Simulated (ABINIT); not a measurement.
Runs of ABINIT 10.8.3 (patched build) on Ge. It takes space group P6_3/mmc (No. 194, hexagonal). Conventional cell: a = 3.998 Å, b = 3.998 Å, c = 6.599 Å, α = 90.00°, β = 90.00°, γ = 120.00°. Ge (site symmetry 3m) has 4 Ge at 2.45 to 2.47 Å as nearest neighbours. This isn't the form of Ge at room conditions, which is diamond.

| task | potentials or basis | k mesh | cutoff (eV) | smearing | bands in the sums | one-shot functional | broadening (eV) | scissor shift (eV) | tensor components | mesh quality | gap on the mesh (eV) | pressure (GPa) | largest force (eV/Å) |
| --- | --- | --- | --- | --- | --- | --- | --- | --- | --- | --- | --- | --- | --- |
| one-shot levels of the hybrid PBE0-1/3 | PseudoDojo NC SR PBEsol v0.4.1 standard | 5 × 5 × 2 | 952 | fixed | 36 | PBE0-1/3 | - | - | - | coarse | 0.16 | - | - |
| single point | PseudoDojo NC SR PBEsol v0.4 stringent | 6 × 6 × 3 | 1687 | fermi-dirac 0.05 eV | - | - | - | - | - | not flagged | 0.17 | 0.1 | 0.02 |
| single point | PseudoDojo NC SR PBEsol v0.4.1 standard | 6 × 6 × 3 | 952 | fermi-dirac 0.05 eV | - | - | - | - | - | not flagged | 0.17 | -1.8 | 0.02 |
| optical spectrum | PseudoDojo NC SR PBEsol v0.4.1 standard | 8 × 8 × 4, shifted | 952 | fixed | 36 | - | 0.1 | 0 | [11, 33] | not flagged | - | -1.9 | (a) |
| effective masses | PseudoDojo NC SR PBEsol v0.4.1 standard | 6 × 6 × 3 | 952 | fixed | - | - | - | - | - | not flagged | - | -1.7 | (b) |
| one-shot levels of the hybrid B3LYP | PseudoDojo NC SR PBEsol v0.4.1 standard | 5 × 5 × 2 | 952 | fixed | 36 | B3LYP | - | - | - | coarse | 0.16 | - | - |

Alike in all rows: level PBEsol; no spin polarisation; cell as given.

Question: Estimate the missing entries.

Answer: (a) 0.01; (b) 0.03.

Caveats: some runs use coarse meshes; an odd mesh through Γ misses points on the zone boundary, where band edges often lie (some runs); spectra need much finer meshes, so this one isn't converged (some runs); the masses are taken at a mesh point that needn't be the band's extremum (some runs).

A k mesh can miss the band edges, and the runs leave out spin-orbit coupling on Ge.

Not every run made on this cell is shown here.
